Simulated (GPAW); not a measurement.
# Work function of Sb2Se3 quintuple layer monolayer at several levels

Aim: the work function of both faces of Sb2Se3 quintuple layer monolayer, and its spread over functionals and bases. Where a layer proves gapped, the work function hangs on where the smearing puts the Fermi level, and the band edges take its place.

Program: GPAW 26.7.0. Level of theory: GPAW, PAW setups; layer in a repeated cell with vacuum, relaxation of atoms and in-plane cell, in the first sound run; inputs show where later runs differ. Results are calculated unless marked as measured.

## (1) The starting structure

The cell holds 5 atoms: 3 Se and 2 Sb. Cell: a = 4.070 Å, b = 4.070 Å, c = 25.200 Å, α = 90.0°, β = 90.0°, γ = 120.0°. Vacuum lies along c.

## (2) Relaxation

Forces are removed first; all later runs use this geometry.

File run.py:

```python
import json
import numpy as np
from ase import Atoms
from ase.filters import FrechetCellFilter
from ase.optimize import BFGS
from gpaw import GPAW, PW

slab = Atoms(
    ['Se', 'Sb', 'Se', 'Sb', 'Se'],
    positions=[
        [-0.00000, 2.34982, 9.00000],
        [2.03500, 1.17491, 10.65000],
        [0.00000, 0.00000, 12.60000],
        [-0.00000, 2.34982, 14.55000],
        [2.03500, 1.17491, 16.20000]],
    cell=[[4.07, 0.0, 0.0], [-2.035, 3.52472, 0.0], [0.0, 0.0, 25.2]],
    pbc=[True, True, True])

slab.calc = GPAW(mode=PW(600), xc='PBE', kpts={'size': (9, 9, 1), 'gamma': True},
                 occupations={'name': 'fermi-dirac', 'width': 0.05}, nbands='160%',
                 convergence={'density': 1e-05}, maxiter=200,
                 symmetry={'tolerance': 1e-3}, txt='slab.txt')
result = {}
# The in-plane cell is free; stress needs a cell that repeats along all three vectors
path = []
opt = BFGS(FrechetCellFilter(slab, mask=[1, 1, 0, 0, 0, 1]), maxstep=0.2)
opt.attach(lambda: path.append((slab.get_potential_energy(), slab.positions.tolist(), slab.get_forces().tolist())))
result['relaxed'] = bool(opt.run(fmax=0.02, steps=45))
result['path'] = path
result['cell'] = slab.cell.tolist()
print('in-plane lattice', slab.cell.cellpar().round(4)[[0, 1, 5]])
energy = slab.get_potential_energy()
fermi = slab.calc.get_fermi_level()
v = slab.calc.get_electrostatic_potential().mean((0, 1)) - fermi
n = slab.calc.get_pseudo_density().mean((0, 1))
L = slab.cell[2, 2]
z = np.arange(len(v)) * L / len(v)
low, high = slab.positions[:, 2].min(), slab.positions[:, 2].max()
below, above = np.interp([low - 6.8, high + 6.8], z, v)
slopes = [np.interp(x, z, np.gradient(v, z)) for x in (low - 6.8, high + 6.8)]
eps = np.array([[slab.calc.get_eigenvalues(k, s) for k in range(len(slab.calc.get_ibz_k_points()))]
                for s in range(slab.calc.get_number_of_spins())]) - fermi
top, bottom = eps[eps < 0].max(), eps[eps > 0].min()
dipole = slab.get_dipole_moment()[2]
print(f'energy {energy:.4f} eV, Fermi level {fermi:.4f} eV, dipole {dipole:.5f} e A')
print(f'potential 6.8 A off the faces, from the Fermi level: lower {below:.4f} eV, upper {above:.4f} eV')
print(f'slope of the potential there: lower {slopes[0]:.5f}, upper {slopes[1]:.5f} eV/A')
print(f'nearest levels on the mesh: {top:.4f} and {bottom:.4f} eV')
print('magnetic moment', round(slab.get_magnetic_moment(), 3))
result.update(energy=energy, fermi=fermi, dipole=dipole, below=below, above=above, slopes=slopes, edges=[top, bottom],
              z=z.tolist(), v=v.tolist(), n=n.tolist(), positions=slab.positions.tolist(),
              forces=slab.get_forces(apply_constraint=False).tolist(), moments=slab.get_magnetic_moments().tolist())
json.dump(result, open('result.json', 'w'))
```

Command:

```sh
$ OMP_NUM_THREADS=1 OPENBLAS_NUM_THREADS=1 python run.py
```

Log:

```text
Step          Energy          fmax
BFGS:    0      -20.486187        0.699757
BFGS:    1      -20.506356        0.589771
BFGS:    2      -20.547175        0.266797
BFGS:    3      -20.549241        0.236643
BFGS:    4      -20.565952        0.134890
BFGS:    5      -20.567304        0.091775
BFGS:    6      -20.568107        0.114028
BFGS:    7      -20.569134        0.123548
BFGS:    8      -20.571596        0.117282
BFGS:    9      -20.574065        0.075639
BFGS:   10      -20.575367        0.037485
BFGS:   11      -20.575596        0.008323
in-plane lattice [  4.0636   4.0636 120.    ]
energy -20.5754 eV, Fermi level -0.9907 eV, dipole 0.00036 e A
potential 6.8 A off the faces, from the Fermi level: lower 5.1759 eV, upper 5.1759 eV
slope of the potential there: lower -0.00002, upper 0.00002 eV/A
nearest levels on the mesh: -0.3243 and 0.2001 eV
magnetic moment 0.0
```

The job ended after 20 min (1 thread of Arm Neoverse V1, shared host; peak memory 0.69 GiB).

Numbers from this step:

```yaml
dipole_along_the_normal: 3.56e-4 e·Å
levels_nearest_the_fermi_level_on_the_mesh: -0.3243, 0.2001 eV from the Fermi level
```

The electrostatic potential energy of an electron (without an applied field's), less the Fermi level, planar mean oscillates, so the rows of the table below give means over windows of 1.84 Å about each position, cut where the curve ends. Its maxima inside the range that stand out by 2 % of the span (Å: eV): 9.9: -4.33, 11.7: -0.896, 13.5: -0.896, 15.3: -4.33. Its minima: 9.2: -12.6, 10.7: -14.4, 12.6: -12.2, 14.5: -14.4, 16.0: -12.6.

The electrostatic potential energy of an electron (without an applied field's), less the Fermi level, planar mean by z; means over each step:

| z (Å) | electrostatic potential energy of an electron (without an applied field's), less the Fermi level, planar mean (eV) |
| --- | --- |
| 0.92 | 5.18 |
| 2.76 | 5.18 |
| 4.60 | 5.18 |
| 6.44 | 5.14 |
| 8.28 | -0.356 |
| 10.12 | -9.31 |
| 11.96 | -5.83 |
| 13.80 | -6.60 |
| 15.64 | -7.86 |
| 17.48 | 3.74 |
| 19.32 | 5.17 |
| 21.16 | 5.18 |
| 23.00 | 5.18 |
| 24.84 | 5.18 |

The pseudo valence density, planar mean oscillates, so the rows of the table below give means over windows of 1.93 Å about each position, cut where the curve ends. Its maxima inside the range that stand out by 2 % of the span (Å: e/Å³): 8.8: 0.262, 10.7: 1.11, 12.2: 0.287, 12.9: 0.287, 14.5: 1.11, 16.4: 0.262. Its minima: 9.1: 0.157, 11.7: 0.221, 12.6: 0.154, 13.5: 0.221, 16.1: 0.157.

Table of pseudo valence density, planar mean by z; means over each step:

| z (Å) | pseudo valence density, planar mean (e/Å³) |
| --- | --- |
| 4.83 | 1.6e-5 |
| 6.76 | 0.00460 |
| 8.69 | 0.177 |
| 10.62 | 0.561 |
| 12.55 | 0.242 |
| 14.48 | 0.555 |
| 16.41 | 0.194 |
| 18.34 | 0.00643 |
| 20.27 | 2.3e-5 |

The relaxation lowered the energy of the cell by 0.0893 eV (energies extrapolated to zero smearing; the optimiser's log prints free energies). The largest force left on a free atom is 0.0083 eV/Å.

## (3) The slab's potential

The work function is the vacuum plateau of the electrostatic potential less the Fermi level; a dipole layer lets the two faces have plateaus of their own.

This step: GPAW, PAW setups; slab in vacuum (GPAW 26.7.0).

The cell differs from the one that the last finished run ended in (c 25.200 → 24.889 Å).

run.py: that of step 2 with these lines changed.

```diff
@@ -3,4 +3,2 @@
 from ase import Atoms
-from ase.filters import FrechetCellFilter
-from ase.optimize import BFGS
 from gpaw import GPAW, PW
@@ -10,23 +8,16 @@
     positions=[
-        [-0.00000, 2.34982, 9.00000],
-        [2.03500, 1.17491, 10.65000],
-        [0.00000, 0.00000, 12.60000],
-        [-0.00000, 2.34982, 14.55000],
-        [2.03500, 1.17491, 16.20000]],
-    cell=[[4.07, 0.0, 0.0], [-2.035, 3.52472, 0.0], [0.0, 0.0, 25.2]],
-    pbc=[True, True, True])
+        [0.00000, 2.34615, 9.00000],
+        [2.03182, 1.17307, 10.54935],
+        [-0.00000, 0.00000, 12.44439],
+        [0.00000, 2.34615, 14.33943],
+        [2.03182, 1.17307, 15.88878]],
+    cell=[[4.06364, 0.0, 0.0], [-2.03182, 3.51921, 0.0], [0.0, 0.0, 24.8888]],
+    pbc=[True, True, False])
 
-slab.calc = GPAW(mode=PW(600), xc='PBE', kpts={'size': (9, 9, 1), 'gamma': True},
+slab.calc = GPAW(mode=PW(400), xc='PBE', kpts={'size': (9, 9, 1), 'gamma': True},
                  occupations={'name': 'fermi-dirac', 'width': 0.05}, nbands='160%',
                  convergence={'density': 1e-05}, maxiter=200,
+                 poissonsolver={'dipolelayer': 'xy'},
                  symmetry={'tolerance': 1e-3}, txt='slab.txt')
 result = {}
-# The in-plane cell is free; stress needs a cell that repeats along all three vectors
-path = []
-opt = BFGS(FrechetCellFilter(slab, mask=[1, 1, 0, 0, 0, 1]), maxstep=0.2)
-opt.attach(lambda: path.append((slab.get_potential_energy(), slab.positions.tolist(), slab.get_forces().tolist())))
-result['relaxed'] = bool(opt.run(fmax=0.02, steps=45))
-result['path'] = path
-result['cell'] = slab.cell.tolist()
-print('in-plane lattice', slab.cell.cellpar().round(4)[[0, 1, 5]])
 energy = slab.get_potential_energy()
```

Log:

```text
energy -20.2933 eV, Fermi level -0.9384 eV, dipole 0.00004 e A
potential 6.8 A off the faces, from the Fermi level: lower 5.1750 eV, upper 5.1796 eV
slope of the potential there: lower -0.00005, upper 0.00005 eV/A
nearest levels on the mesh: -0.3255 and 0.2013 eV
magnetic moment 0.0
```

Elapsed: 52 s, on 1 thread; peak memory 0.27 GiB.

This step gave:

* dipole along the normal: 3.52e-5 e·Å
* levels nearest the Fermi level on the mesh: -0.3255, 0.2013 eV from the Fermi level
* upper work function: 5.180 eV
* lower work function: 5.175 eV
* upper ionisation energy: 5.505 eV

The electrostatic potential energy of an electron (without an applied field's), less the Fermi level, planar mean oscillates, so the rows of the table below give means over windows of 1.87 Å about each position, cut where the curve ends. Its maxima inside the range that stand out by 2 % of the span (Å: eV): 9.7: -4.36, 11.6: -0.909, 13.3: -0.908, 15.1: -4.36. Its minima: 9.0: -12.6, 10.6: -14.4, 12.4: -12.2, 14.3: -14.4, 15.9: -12.6.

Table of electrostatic potential energy of an electron (without an applied field's), less the Fermi level, planar mean by z; means over each step:

| z (Å) | electrostatic potential energy of an electron (without an applied field's), less the Fermi level, planar mean (eV) |
| --- | --- |
| 0.94 | 5.18 |
| 2.81 | 5.17 |
| 4.68 | 5.17 |
| 6.54 | 5.10 |
| 8.42 | -2.79 |
| 10.29 | -8.62 |
| 12.16 | -5.45 |
| 14.03 | -7.48 |
| 15.90 | -5.69 |
| 17.77 | 4.76 |
| 19.64 | 5.18 |
| 21.50 | 5.18 |
| 23.38 | 5.18 |

The pseudo valence density, planar mean oscillates, so the rows of the table below give means over windows of 1 Å about each position, cut where the curve ends. Its maxima inside the range that stand out by 2 % of the span (Å: e/Å³): 8.7: 0.249, 10.6: 1.11, 12.0: 0.293, 12.9: 0.293, 14.3: 1.11, 16.2: 0.249. Its minima: 8.9: 0.163, 11.4: 0.223, 12.4: 0.154, 13.5: 0.223, 16.0: 0.163.

Pseudo valence density, planar mean against z; means over each step:

z (Å), pseudo valence density, planar mean (e/Å³) and a bar:
```
        5       0.00 
        6       0.00 
        7       0.01 
        8       0.11 #####
        9       0.24 ###########
       10       0.54 #########################
       11       0.56 ##########################
       12       0.24 ###########
       13       0.24 ###########
       14       0.65 ##############################
       15       0.46 #####################
       16       0.23 ###########
       17       0.08 ####
       18       0.01 
       19       0.00 
       20       0.00
```

The layer is gapped, so the Fermi level lies somewhere inside the gap, set by smearing and numerics, and these work functions are no property of the material; the band edges below the vacuum level are. The potential is flat to 5.2e-5 eV/Å where it is read, so the vacuum is wide enough.

## (4) Self-consistent run: xc = "vdW-DF2"

The same geometry under vdW-DF2, to see how far the functional moves the levels against the vacuum (the van der Waals functionals take revPBE setups).

run.py: that of step 3 with these lines changed.

```diff
@@ -16,3 +16,3 @@
 
-slab.calc = GPAW(mode=PW(400), xc='PBE', kpts={'size': (9, 9, 1), 'gamma': True},
+slab.calc = GPAW(mode=PW(400), xc='vdW-DF2', kpts={'size': (9, 9, 1), 'gamma': True},
                  occupations={'name': 'fermi-dirac', 'width': 0.05}, nbands='160%',
```

Log:

```text
energy -421.1615 eV, Fermi level -1.1203 eV, dipole 0.00003 e A
potential 6.8 A off the faces, from the Fermi level: lower 5.5251 eV, upper 5.5298 eV
slope of the potential there: lower -0.00008, upper 0.00008 eV/A
nearest levels on the mesh: -0.3745 and 0.2432 eV
magnetic moment 0.0
```

The job ended after 66 s (1 thread; peak memory 0.51 GiB).

This step gave:

```yaml
dipole_along_the_normal: 3.41e-5 e·Å
levels_nearest_the_fermi_level_on_the_mesh: -0.3745, 0.2432 eV from the Fermi level
upper_work_function: 5.530 eV
lower_work_function: 5.525 eV
upper_ionisation_energy: 5.904 eV
```

The electrostatic potential energy of an electron (without an applied field's), less the Fermi level, planar mean oscillates, so the rows of the table below give means over windows of 1.87 Å about each position, cut where the curve ends. Its maxima inside the range that stand out by 2 % of the span (Å: eV): 9.7: -4.48, 11.6: -1.08, 13.3: -1.08, 15.1: -4.48. Its minima: 9.0: -12.6, 10.6: -14.6, 12.4: -12.3, 14.3: -14.6, 15.9: -12.6.

The electrostatic potential energy of an electron (without an applied field's), less the Fermi level, planar mean by z; means over each step:

| z (Å) | electrostatic potential energy of an electron (without an applied field's), less the Fermi level, planar mean (eV) |
| --- | --- |
| 0.94 | 5.53 |
| 2.81 | 5.53 |
| 4.68 | 5.52 |
| 6.54 | 5.43 |
| 8.42 | -2.69 |
| 10.29 | -8.80 |
| 12.16 | -5.59 |
| 14.03 | -7.68 |
| 15.90 | -5.69 |
| 17.77 | 5.06 |
| 19.64 | 5.53 |
| 21.50 | 5.53 |
| 23.38 | 5.53 |

The pseudo valence density, planar mean oscillates, so the rows of the table below give means over windows of 1 Å about each position, cut where the curve ends. Its maxima inside the range that stand out by 2 % of the span (Å: e/Å³): 8.7: 0.249, 10.6: 1.11, 12.0: 0.294, 12.9: 0.294, 14.3: 1.11, 16.2: 0.249. Its minima: 8.9: 0.163, 11.4: 0.222, 12.4: 0.155, 13.5: 0.222, 16.0: 0.163.

The pseudo valence density, planar mean by z; means over each step:

| z (Å) | pseudo valence density, planar mean (e/Å³) |
| --- | --- |
| 5 | 3.4e-5 |
| 6 | 4.8e-4 |
| 7 | 0.00780 |
| 8 | 0.107 |
| 9 | 0.239 |
| 10 | 0.538 |
| 11 | 0.557 |
| 12 | 0.240 |
| 13 | 0.244 |
| 14 | 0.646 |
| 15 | 0.460 |
| 16 | 0.227 |
| 17 | 0.0851 |
| 18 | 0.00578 |
| 19 | 3.5e-4 |
| 20 | 2.5e-5 |

Force by atom:

| atom | x (eV/Å) | y (eV/Å) | z (eV/Å) | size |
| --- | --- | --- | --- | --- |
| Se1 | 0.000 | 0.000 | -0.672 | 0.672 |
| Sb2 | 0.000 | 0.000 | -0.031 | 0.031 |
| Se3 | 0.000 | 0.000 | 0.000 | 0.000 |
| Sb4 | 0.000 | 0.000 | 0.031 | 0.031 |
| Se5 | 0.000 | 0.000 | 0.672 | 0.672 |

The highest filled level lies 0.375 eV under the Fermi level, so the ionisation energy from the upper face is 5.530 + 0.375 = 5.904 eV, against 5.505 eV in the base run.

## (5) OptPBE vdW: xc = "optPBE-vdW"

The same geometry under optPBE-vdW, to see how far the functional moves the levels against the vacuum (the van der Waals functionals take revPBE setups).

run.py: that of step 4 with these lines changed.

```diff
@@ -16,3 +16,3 @@
 
-slab.calc = GPAW(mode=PW(400), xc='vdW-DF2', kpts={'size': (9, 9, 1), 'gamma': True},
+slab.calc = GPAW(mode=PW(400), xc='optPBE-vdW', kpts={'size': (9, 9, 1), 'gamma': True},
                  occupations={'name': 'fermi-dirac', 'width': 0.05}, nbands='160%',
```

Log:

```text
energy -86.2131 eV, Fermi level -1.0567 eV, dipole 0.00003 e A
potential 6.8 A off the faces, from the Fermi level: lower 5.3706 eV, upper 5.3752 eV
slope of the potential there: lower -0.00005, upper 0.00005 eV/A
nearest levels on the mesh: -0.3576 and 0.2310 eV
magnetic moment 0.0
```

Run time: 66 s. Hardware: 1 thread; peak memory 0.51 GiB.

Numbers from this step:

```yaml
dipole_along_the_normal: 3.48e-5 e·Å
levels_nearest_the_fermi_level_on_the_mesh: -0.3576, 0.2310 eV from the Fermi level
upper_work_function: 5.375 eV
lower_work_function: 5.371 eV
upper_ionisation_energy: 5.733 eV
```

The electrostatic potential energy of an electron (without an applied field's), less the Fermi level, planar mean oscillates, so the rows of the table below give means over windows of 1.87 Å about each position, cut where the curve ends. Its maxima inside the range that stand out by 2 % of the span (Å: eV): 9.7: -4.39, 11.6: -0.940, 13.3: -0.939, 15.1: -4.39. Its minima: 9.0: -12.5, 10.6: -14.4, 12.4: -12.2, 14.3: -14.4, 15.9: -12.5.

Electrostatic potential energy of an electron (without an applied field's), less the Fermi level, planar mean against z; means over each step:

| z (Å) | electrostatic potential energy of an electron (without an applied field's), less the Fermi level, planar mean (eV) |
| --- | --- |
| 0.94 | 5.37 |
| 2.81 | 5.37 |
| 4.68 | 5.37 |
| 6.54 | 5.28 |
| 8.42 | -2.72 |
| 10.29 | -8.66 |
| 12.16 | -5.47 |
| 14.03 | -7.53 |
| 15.90 | -5.67 |
| 17.77 | 4.92 |
| 19.64 | 5.37 |
| 21.50 | 5.38 |
| 23.38 | 5.38 |

The highest filled level lies 0.358 eV under the Fermi level, so the ionisation energy from the upper face is 5.375 + 0.358 = 5.733 eV, against 5.505 eV in the base run.

## (6) Self-consistent run: xc = "revPBE"

The same geometry under revPBE, to see how far the functional moves the levels against the vacuum.

run.py: that of step 5 with these lines changed.

```diff
@@ -16,3 +16,3 @@
 
-slab.calc = GPAW(mode=PW(400), xc='optPBE-vdW', kpts={'size': (9, 9, 1), 'gamma': True},
+slab.calc = GPAW(mode=PW(400), xc='revPBE', kpts={'size': (9, 9, 1), 'gamma': True},
                  occupations={'name': 'fermi-dirac', 'width': 0.05}, nbands='160%',
```

Log:

```text
energy -18.8693 eV, Fermi level -0.8272 eV, dipole 0.00003 e A
potential 6.8 A off the faces, from the Fermi level: lower 5.0582 eV, upper 5.0628 eV
slope of the potential there: lower -0.00005, upper 0.00005 eV/A
nearest levels on the mesh: -0.3466 and 0.2230 eV
magnetic moment 0.0
```

The job ended after 54 s (1 thread; peak memory 0.27 GiB).

This step gave:

```
dipole along the normal                    : 3.44e-5 e·Å
levels nearest the Fermi level on the mesh : -0.3466, 0.2230 eV from the Fermi level
upper work function                        : 5.063 eV
lower work function                        : 5.058 eV
upper ionisation energy                    : 5.409 eV
```

The highest filled level lies 0.347 eV under the Fermi level, so the ionisation energy from the upper face is 5.063 + 0.347 = 5.409 eV, against 5.505 eV in the base run.

## (7) Self-consistent run: xc = "LDA"

The same geometry under LDA, to see how far the functional moves the levels against the vacuum.

run.py: that of step 6 with these lines changed.

```diff
@@ -16,3 +16,3 @@
 
-slab.calc = GPAW(mode=PW(400), xc='revPBE', kpts={'size': (9, 9, 1), 'gamma': True},
+slab.calc = GPAW(mode=PW(400), xc='LDA', kpts={'size': (9, 9, 1), 'gamma': True},
                  occupations={'name': 'fermi-dirac', 'width': 0.05}, nbands='160%',
```

Log:

```text
energy -23.3172 eV, Fermi level -1.2651 eV, dipole 0.00004 e A
potential 6.8 A off the faces, from the Fermi level: lower 5.4749 eV, upper 5.4796 eV
slope of the potential there: lower -0.00005, upper 0.00005 eV/A
nearest levels on the mesh: -0.2821 and 0.1558 eV
magnetic moment 0.0
```

Run time: 57 s. Hardware: 1 thread; peak memory 0.26 GiB.

Numbers from this step:

- dipole along the normal: 3.86e-5 e·Å
- levels nearest the Fermi level on the mesh: -0.2821, 0.1558 eV from the Fermi level
- upper work function: 5.480 eV
- lower work function: 5.475 eV
- upper ionisation energy: 5.762 eV

The electrostatic potential energy of an electron (without an applied field's), less the Fermi level, planar mean oscillates, so the rows of the table below give means over windows of 1.87 Å about each position, cut where the curve ends. Its maxima inside the range that stand out by 2 % of the span (Å: eV): 9.7: -3.97, 11.6: -0.530, 13.3: -0.529, 15.1: -3.97. Its minima: 9.0: -12.2, 10.6: -14.0, 12.4: -11.8, 14.3: -14.0, 15.9: -12.2.

The electrostatic potential energy of an electron (without an applied field's), less the Fermi level, planar mean by z; means over each step:

z (Å), electrostatic potential energy of an electron (without an applied field's), less the Fermi level, planar mean (eV) and a bar from the least value:
```
     0.94        5.5 ##############################
     2.81        5.5 ##############################
     4.68        5.5 ##############################
     6.54        5.4 ##############################
     8.42       -2.5 #############
    10.29       -8.2 
    12.16       -5.1 #######
    14.03       -7.1 ##
    15.90       -5.3 ######
    17.77        5.1 #############################
    19.64        5.5 ##############################
    21.50        5.5 ##############################
    23.38        5.5 ##############################
```

The highest filled level lies 0.282 eV under the Fermi level, so the ionisation energy from the upper face is 5.480 + 0.282 = 5.762 eV, against 5.505 eV in the base run.

(Continued in part 2 of 2.)

[Logs are printed without paths, hosts, clocks, repeated set-up lines and the standing remarks that a program may print on its own settings, such as how far it seeks lower states.]

[Hosts, paths, dates, database ids (printed as entryN), source tags and the programs' standing remarks are cut or masked in the printed files.]
